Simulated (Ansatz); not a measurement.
The cell is a 12-atom cell of TiO2 (C2/m) from a materials database; cell and atoms were relaxed with r2SCAN. Space group C2/m (No. 12), monoclinic; conventional cell a = 12.188 Å, b = 3.733 Å, c = 6.561 Å, β = 107.0°, 11.89 Å³ an atom. Ti is surrounded by 6 O at 1.76–2.33 Å; Ti is surrounded by 6 O at 1.85–2.13 Å; O is surrounded by 3 Ti at 1.85–2.13 Å; O is surrounded by 3 Ti at 1.92–2.01 Å; O is surrounded by 2 Ti at 1.76–1.85 Å; O is surrounded by 4 Ti at 1.95–2.33 Å.

```cif
data_structure
_symmetry_space_group_name_H-M 'C2/m'
_symmetry_Int_Tables_number 12
_cell_length_a 12.1878
_cell_length_b 3.7330
_cell_length_c 6.5605
_cell_angle_alpha 90.000
_cell_angle_beta 107.010
_cell_angle_gamma 90.000
_cell_volume 285.43
loop_
_atom_site_label
_atom_site_type_symbol
_atom_site_symmetry_multiplicity
_atom_site_Wyckoff_symbol
_atom_site_fract_x
_atom_site_fract_y
_atom_site_fract_z
_atom_site_occupancy
Ti1 Ti 4 i 0.80552 0.00000 0.71729 1
Ti2 Ti 4 i 0.60062 0.50000 0.70963 1
O1 O 4 i 0.55833 0.50000 0.37051 1
O2 O 4 i 0.63849 0.00000 0.70581 1
O3 O 4 i 0.63297 0.50000 0.00365 1
O4 O 4 i 0.73601 0.00000 0.34697 1
```

4 runs of Ansatz on this cell differ in the functional (and in the settings that go with it). Levels are in eV from each run's valence top; v1 is the last filled band, c1 the first empty one.

Run A, mean stress 0.0 GPa (compression positive):
```
point     v2     v1    c1    c2
    Γ  -0.38  -0.22  3.20  3.57
    C  -0.28  -0.13  3.39  3.69
   Y₂  -0.43  -0.14  3.36  3.40
   M₂  -0.24  -0.23  3.48  3.59
```

Run B, mean stress -2.5 GPa (compression positive):
```
point     v2     v1    c1    c2
    Γ  -0.42  -0.22  5.14  5.54
    C  -0.31  -0.15  5.34  5.67
   Y₂  -0.46  -0.14  5.33  5.36
   M₂  -0.26  -0.23  5.41  5.57
```

Run C, mean stress +4.5 GPa (compression positive):
```
point     v2     v1    c1    c2
    Γ  -0.35  -0.20  2.82  3.19
    C  -0.28  -0.13  3.02  3.33
   Y₂  -0.40  -0.13  2.98  3.02
   M₂  -0.23  -0.21  3.10  3.21
```

Run D, mean stress -2.4 GPa (compression positive):
```
point     v2     v1    c1    c2
    Γ  -0.42  -0.22  4.38  4.78
    C  -0.30  -0.15  4.58  4.90
   Y₂  -0.47  -0.15  4.57  4.60
   M₂  -0.26  -0.24  4.64  4.80
```

Q: Match the runs to PBE, r2SCAN, HSE06, PBE0.

A: A is r2SCAN, B is PBE0, C is PBE, D is HSE06. In order of the gap: PBE 2.82, r2SCAN 3.20, HSE06 4.38, PBE0 5.14 eV. The stress vanishes for r2SCAN, which relaxed the cell.

No spin polarisation and no zero-point or thermal motion.

The stress of a hybrid is loosely converged in these runs.

The meshes of the hybrids are coarse, so their gaps aren't converged to the digits shown.
